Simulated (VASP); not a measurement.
# Be in VASP: relaxation of the atoms with LDA

Aim: the relaxation of the atoms of Be with LDA.

All numbers are computed with VASP 6.6.1; they aren't measurements. Logs are shortened: lines on timing, memory, paths and dates and some standing lists are left out, and cuts for length are marked.

## Step 1: The cell of the first run

The cell holds a slab with vacuum, 9 atoms: a = 2.300 Å, b = 2.300 Å, c = 29.404 Å, α = 90.00°, β = 90.00°, γ = 120.00°.

The slab is cut from a database's or a generator's crystal, which needn't be the stable form of the element.

## Step 2: Relaxation of the atoms, LDA, collinear spin, random start (the (0 0 1) slab of Be, cut from the database cell, not relaxed)

Input file INCAR:

```
SYSTEM = Be
  PREC = Accurate
  ENCUT = 520
  EDIFF = 1E-6
  ISMEAR = -5
  SIGMA = 0.05
  LREAL = .FALSE.
  LASPH = .TRUE.
  NELM = 60
  ALGO = Normal
  ISIF = 2
  LWAVE = .FALSE.
  LCHARG = .FALSE.
  ISPIN = 2
  MAGMOM = 0.56 0.35 -0.25 -0.11 -0.17 -0.58 -0.18 0.13 -0.38
  LORBIT = 11
  LDIPOL = .TRUE.
  IDIPOL = 3
  DIPOL = 0.5 0.5 0.500
  GGA = CA
  IBRION = 2
  NSW = 60
  EDIFFG = -0.01
```

Input file KPOINTS:

```
Automatic mesh
0
G
  13 13 1
  0 0 0
```

Input file POSCAR:

```
Be
1.0
    2.2995019849      0.0000000000      0.0000000000
   -1.1497509924      1.9914271350      0.0000000000
    0.0000000000      0.0000000000     29.4036000000
Be
9
Direct
    0.6666666667      0.3333333334      0.2550708077
    0.3333333333      0.6666666666      0.3163031057
    0.6666666667      0.3333333334      0.3775354038
    0.3333333333      0.6666666666      0.4387677019
    0.6666666667      0.3333333334      0.5000000000
    0.3333333333      0.6666666666      0.5612322981
    0.6666666667      0.3333333334      0.6224645962
    0.3333333333      0.6666666666      0.6836968943
    0.6666666667      0.3333333334      0.7449291923
```

Potentials or basis: VASP PAW LDA potentials, release 64 (Be).

Command:

```console
$ cat potpaw_LDA.64/Be/POTCAR > POTCAR
$ mpirun -np 1 vasp_std > vasp.out
```

OUTCAR:

```text
SYSTEM = Be
   PREC = Accurate
   ENCUT = 520
   EDIFF = 1E-6
   ISMEAR = -5
   LREAL = .FALSE.
   LASPH = .TRUE.
   NELM = 60
   ISIF = 2
   ISPIN = 2
   LORBIT = 11
   GGA = CA
   IBRION = 2
   NSW = 60
   EDIFFG = -0.01

 ion  position               nearest neighbor table
   1  0.667  0.333  0.255-   2 2.24   2 2.24   2 2.24
   2  0.333  0.667  0.316-   1 2.24   1 2.24   1 2.24   3 2.24   3 2.24   3 2.24
   3  0.667  0.333  0.378-   4 2.24   2 2.24   4 2.24   2 2.24   4 2.24   2 2.24
   4  0.333  0.667  0.439-   3 2.24   5 2.24   3 2.24   5 2.24   3 2.24   5 2.24
   5  0.667  0.333  0.500-   4 2.24   6 2.24   4 2.24   6 2.24   4 2.24   6 2.24
   6  0.333  0.667  0.561-   7 2.24   5 2.24   7 2.24   5 2.24   7 2.24   5 2.24
   7  0.667  0.333  0.622-   6 2.24   8 2.24   6 2.24   8 2.24   6 2.24   8 2.24
   8  0.333  0.667  0.684-   9 2.24   9 2.24   9 2.24   7 2.24   7 2.24   7 2.24
   9  0.667  0.333  0.745-   8 2.24   8 2.24   8 2.24

  LATTYP: Found a hexagonal cell.
 ALAT       =     2.2995019849
 C/A-ratio  =    12.7869426481

  Lattice vectors:

 A1 = (   2.2995019849,   0.0000000000,   0.0000000000)
 A2 = (  -1.1497509924,   1.9914271350,   0.0000000000)
 A3 = (   0.0000000000,   0.0000000000,  29.4036000000)

Analysis of symmetry for initial positions (statically):
=====================================================================
 Subroutine PRICEL returns:
 Original cell was already a primitive cell.

 Routine SETGRP: Setting up the symmetry group for a
 hexagonal supercell.

 Subroutine GETGRP returns: Found 12 space group operations
 (whereof 12 operations were pure point group operations)
 out of a pool of 24 trial point group operations.

The static configuration has the point symmetry D_3h.

Analysis of symmetry for dynamics (positions and initial velocities):
=====================================================================
 Subroutine PRICEL returns:
 Original cell was already a primitive cell.

 Routine SETGRP: Setting up the symmetry group for a
 hexagonal supercell.

 Subroutine GETGRP returns: Found 12 space group operations
 (whereof 12 operations were pure point group operations)
 out of a pool of 24 trial point group operations.

The dynamic configuration has the point symmetry D_3h.

Analysis of structural, dynamic, and magnetic symmetry:
=====================================================================
 Subroutine PRICEL returns:
 Original cell was already a primitive cell.

 Routine SETGRP: Setting up the symmetry group for a
 hexagonal supercell.

 Subroutine GETGRP returns: Found  6 space group operations
 (whereof  6 operations were pure point group operations)
 out of a pool of 24 trial point group operations.

The overall configuration has the point symmetry C_3v.

 Subroutine INISYM returns: Found  6 space group operations
 (whereof  6 operations are pure point group operations),
 and found     1 'primitive' translations

----------------------------------------------------------------------------------------

                                     Primitive cell

  volume of cell :     134.6476

  direct lattice vectors                    reciprocal lattice vectors
     2.299501985  0.000000000  0.000000000     0.434876772  0.251076221  0.000000000
    -1.149750992  1.991427135  0.000000000     0.000000000  0.502152443  0.000000000
     0.000000000  0.000000000 29.403600000     0.000000000  0.000000000  0.034009441

  length of vectors
     2.299501985  2.299501985 29.403600000     0.502152443  0.502152443  0.034009441

  position of ions in fractional coordinates (direct lattice)
     0.666666667  0.333333333  0.255070808
     0.333333333  0.666666667  0.316303106
     0.666666667  0.333333333  0.377535404
     0.333333333  0.666666667  0.438767702
     0.666666667  0.333333333  0.500000000
     0.333333333  0.666666667  0.561232298
     0.666666667  0.333333333  0.622464596
     0.333333333  0.666666667  0.683696894
     0.666666667  0.333333333  0.744929192

  ion indices of the primitive-cell ions
   primitive index   ion index
                 1           1
                 2           2
                 3           3
                 4           4
[... 116 lines left out ...]

 number of electron      18.0000000 magnetization      -0.0000010

 Free energy of the ion-electron system (eV)
  ---------------------------------------------------
  ext. energy  EPLUGINS =         0.00000000
  ---------------------------------------------------
  free energy    TOTEN  =       -36.49762977 eV

  energy without entropy =      -36.49762977  energy(sigma->0) =      -36.49762977

------------------------ aborting loop because EDIFF is reached ----------------------------------------

  FORCE on cell =-STRESS in cart. coord.  units (eV):
  Direction    XX          YY          ZZ          XY          YZ          ZX
  --------------------------------------------------------------------------------------
  -------------------------------------------------------------------------------------
  Total       -6.0694638     -6.0694638     -2.7312015     -0.0000000      0.0000000     -0.0000000
  in kB      -72.2207827    -72.2207827    -32.4986720     -0.0000000      0.0000000     -0.0000000
  external PRESSURE =     -58.9800791 kB  Pullay stress =       0.0000000 kB
[... 110 lines left out ...]
  FREE ENERGIE OF THE ION-ELECTRON SYSTEM (eV)
  ---------------------------------------------------
  free  energy   TOTEN  =       -36.5043984623 eV

  energy  without entropy=      -36.5043984623  energy(sigma->0) =      -36.50439846

[... ionic steps 4 to 14 ...]

--------------------------------------- Ionic step       15  -------------------------------------------

 number of electron      18.0000000 magnetization       0.0000000

------------------------ aborting loop because EDIFF is reached ----------------------------------------
[... 81 lines left out ...]
--------------------------------------- Ionic step       17  -------------------------------------------

 number of electron      18.0000000 magnetization      -0.0000000

 dipolmoment           0.000000      0.000000     -0.000005 electrons x Angstroem

 number of electron      18.0000000 magnetization       0.0000000

 dipolmoment           0.000000      0.000000      0.000016 electrons x Angstroem

 Free energy of the ion-electron system (eV)
  ---------------------------------------------------
  ext. energy  EPLUGINS =         0.00000000
  ---------------------------------------------------
  free energy    TOTEN  =       -36.52874519 eV

  energy without entropy =      -36.52874519  energy(sigma->0) =      -36.52874519

 E-fermi :   0.8421     XC(G=0):  -6.3801

 val. band max:        0.8977148370   @ k =   0.3077   0.0000   0.0000
 cond. band min:       0.8640987255   @ k =   0.1538   0.1538   0.0000
 fundamental gap:     -0.0336161115
 Fermi energy:         0.8421428996

 spin component 1

 k-point     1 :       0.0000    0.0000    0.0000
  band No.  band energies     occupation
      1      -9.8606      1.00000
      2      -9.4210      1.00000
      3      -8.8558      1.00000
      4      -8.1363      1.00000
      5      -7.2513      1.00000
      6      -6.1952      1.00000
      7      -4.9960      1.00000
      8      -3.7677      1.00000
      9      -1.6105      1.00000
     10      -1.4788      1.00000
     11       3.6317      0.00000
     12       4.9148      0.00000
     13       5.6436      0.00000
     14       6.4300      0.00000
[... 325 lines left out ...]
  band No.  band energies     occupation
      1      -2.0752      1.00000
      2      -1.6533      1.00000
      3      -1.1681      1.00000
      4      -0.6693      1.00000
      5      -0.2193      1.00000
      6       0.1650      1.00000
      7       0.3217      1.00000
      8       0.4133      1.00000
      9       0.6292      1.00000
     10       0.9087      0.00000
     11       1.1094      0.00000
     12       1.4048      0.00000
     13       1.8725      0.00000
     14       2.5442      0.00000
 Fermi energy:         0.8421428996

 spin component 2

 k-point     1 :       0.0000    0.0000    0.0000
  band No.  band energies     occupation
      1      -9.8606      1.00000
      2      -9.4210      1.00000
      3      -8.8558      1.00000
      4      -8.1363      1.00000
      5      -7.2513      1.00000
      6      -6.1952      1.00000
      7      -4.9960      1.00000
      8      -3.7677      1.00000
      9      -1.6105      1.00000
     10      -1.4788      1.00000
     11       3.6317      0.00000
     12       4.9148      0.00000
     13       5.6435      0.00000
     14       6.4300      0.00000
[... 328 lines left out ...]
      3      -1.1681      1.00000
      4      -0.6693      1.00000
      5      -0.2193      1.00000
      6       0.1650      1.00000
      7       0.3217      1.00000
      8       0.4133      1.00000
      9       0.6292      1.00000
     10       0.9087      0.00000
     11       1.1094      0.00000
     12       1.4048      0.00000
     13       1.8725      0.00000
     14       2.5442      0.00000

------------------------ aborting loop because EDIFF is reached ----------------------------------------

 vacuum level on the upper side and lower side of the slab       (xc-potential included)        -0.009        -0.010

  FORCE on cell =-STRESS in cart. coord.  units (eV):
  Direction    XX          YY          ZZ          XY          YZ          ZX
  --------------------------------------------------------------------------------------
  -------------------------------------------------------------------------------------
  Total       -5.7009671     -5.7009671     -0.0124923     -0.0000000      0.0000000      0.0000000
  in kB      -67.8360268    -67.8360268     -0.1486465     -0.0000000      0.0000000      0.0000000
  external PRESSURE =     -45.2735667 kB  Pullay stress =       0.0000000 kB
[... 24 lines left out ...]
  FREE ENERGIE OF THE ION-ELECTRON SYSTEM (eV)
  ---------------------------------------------------
  free  energy   TOTEN  =       -36.5287451851 eV

  energy  without entropy=      -36.5287451851  energy(sigma->0) =      -36.52874519

 reached required accuracy - stopping structural energy minimisation

 vacuum level on the upper side and lower side of the slab         6.337         6.336

 total charge

# of ion       s       p       d       tot
------------------------------------------
    1        0.394   0.631   0.000   1.025
    2        0.409   0.737   0.000   1.146
    3        0.406   0.754   0.000   1.160
    4        0.404   0.758   0.000   1.162
    5        0.403   0.756   0.000   1.160
    6        0.403   0.757   0.000   1.160
    7        0.406   0.753   0.000   1.158
    8        0.410   0.736   0.000   1.146
    9        0.394   0.632   0.000   1.026
--------------------------------------------------
tot          3.629   6.514   0.000  10.143

 magnetization (x)

# of ion       s       p       d       tot
------------------------------------------
    1        0.000   0.000   0.000   0.000
    2       -0.000  -0.000   0.000  -0.000
    3        0.000   0.000   0.000   0.000
    4       -0.000   0.000   0.000   0.000
    5        0.000  -0.000   0.000  -0.000
    6        0.000  -0.000   0.000   0.000
    7       -0.000  -0.000   0.000  -0.000
    8       -0.000  -0.000   0.000  -0.000
    9        0.000   0.000   0.000   0.000
--------------------------------------------------
tot          0.000   0.000   0.000   0.000
```

Run time: 22 min. Hardware: 1 thread of Intel Xeon Platinum 8259CL at 2.50GHz (Skylake/Cascade Lake), shared host; peak memory 0.25 GiB.

Results:

```yaml
Free_energy: -36.5287 eV
Energy_gained_by_relaxing: 3.5 meV/atom
Ionic_steps: 17
Largest_force_after_relaxing: 0.008 eV/Å
Band_gap_on_the_k_mesh: none (metal or under the smearing width)
Net_moment: 0.00 μB per cell
Valence_electrons_inside_the_program's_atomic_spheres: Be 1.02, 1.15, 1.16, 1.03
```

Forces on the atoms (eV/Å):
```
Be   0.000  0.000 -0.002
Be   0.000  0.000  0.000
Be   0.000  0.000 -0.004
Be   0.000  0.000  0.008
Be   0.000  0.000  0.005
Be   0.000  0.000  0.000
Be   0.000  0.000 -0.001
Be   0.000  0.000 -0.005
Be   0.000  0.000  0.000
```

Step by step:
```
step  energy change (eV)  largest force (eV/Å)  pressure (GPa)
   1              0.0000                0.1203           -5.90
   2             -0.0019                0.1017           -5.87
   3             -0.0068                0.1183           -5.78
   4             -0.0132                0.1669           -5.60
   5             -0.0093                0.3105           -5.19
   6             -0.0117                0.2199           -5.38
   7             -0.0135                0.2084           -5.33
   8             -0.0183                0.1745           -5.20
   9             -0.0244                0.1031           -4.91
  10             -0.0271                0.1763           -4.31
  11             -0.0302                0.1199           -4.61
  12             -0.0311                0.0429           -4.57
  13             -0.0311                0.0274           -4.55
  14             -0.0311                0.0154           -4.55
  15             -0.0311                0.0166           -4.54
  16             -0.0311                0.0107           -4.53
  17             -0.0311                0.0077           -4.53
```

Final structure:
```
Be
1.0
     2.29950    0.00000    0.00000
    -1.14975    1.99143    0.00000
     0.00000    0.00000   29.40360
Be
9
Cartesian
  1.1498 0.6638 7.6641
  0.0000 1.3276 9.4478
  1.1498 0.6638 11.2037
  0.0000 1.3276 12.9498
  1.1498 0.6638 14.7003
  0.0000 1.3276 16.4518
  1.1498 0.6638 18.2010
  0.0000 1.3276 19.9583
  1.1498 0.6638 21.7394
```

Caveat: tetrahedron occupations give inexact forces and stress in metals.
